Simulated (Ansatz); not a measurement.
# MgS (Niningerite) under changes of volume

One of the cells (17.609 Å³/atom); the others are scaled copies at fixed shape and fractional positions:

```xyz
2
Lattice="0.0000 2.6016 2.6016 2.6016 0.0000 2.6016 2.6016 2.6016 0.0000" Properties=species:S:1:pos:R:3 pbc="T T T"
S     2.6016    2.6016    2.6016
Mg    0.0000    0.0000    0.0000
```

```yaml
Program: Ansatz 0.2.0
Functional: LDA
Potentials_or_basis: all-electron LAPW, scalar-relativistic
Cutoff: 184 eV (chosen from the basis error)
Basis_error_allowed: 0.001 eV/atom
k_mesh: 9 × 9 × 9
Occupations: fermi-dirac, width 0.05 eV
Spin: no spin polarisation
```

| volume (Å³/atom) | energy over the lowest point (meV/atom) | pressure (GPa) | gap on the mesh (eV) |
| --- | --- | --- | --- |
| 16.553 | 1.62 | 1.7 | 2.82 |
| 16.905 | 0.00 | -0.2 | 2.78 |
| 17.257 | 2.17 | -1.8 | 2.74 |
| 17.609 | 7.74 | -3.3 | 2.69 |
| 17.962 | 16.37 | -4.6 | 2.65 |
| 18.314 | ? | ? | ? |
| 18.666 | 41.62 | -6.8 | 2.57 |

**Question.** What does the run at 18.314 Å³/atom give?

**Answer.** Energy over the lowest point 27.76 meV/atom; pressure -5.8 GPa; gap on the mesh 2.61 eV.

Worked out: A Birch-Murnaghan fit of order 3 (a polynomial in V^(-2/3)) to the other rows has its minimum at 16.87 Å³/atom with B0 = V·E''(V) = 83 GPa and B' = 4.1. It gives 27.76 meV/atom at 18.314 Å³/atom, against the run's 27.76, and -dE/dV = -5.8 GPa, against -5.8. A straight line through the other rows of the gap, of slope -2.1 eV per unit of ln V, gives 2.61 eV, against the run's 2.61.

Energies are extrapolated to zero smearing.

Caveats: an odd mesh through Γ misses points on the zone boundary, where band edges often lie.
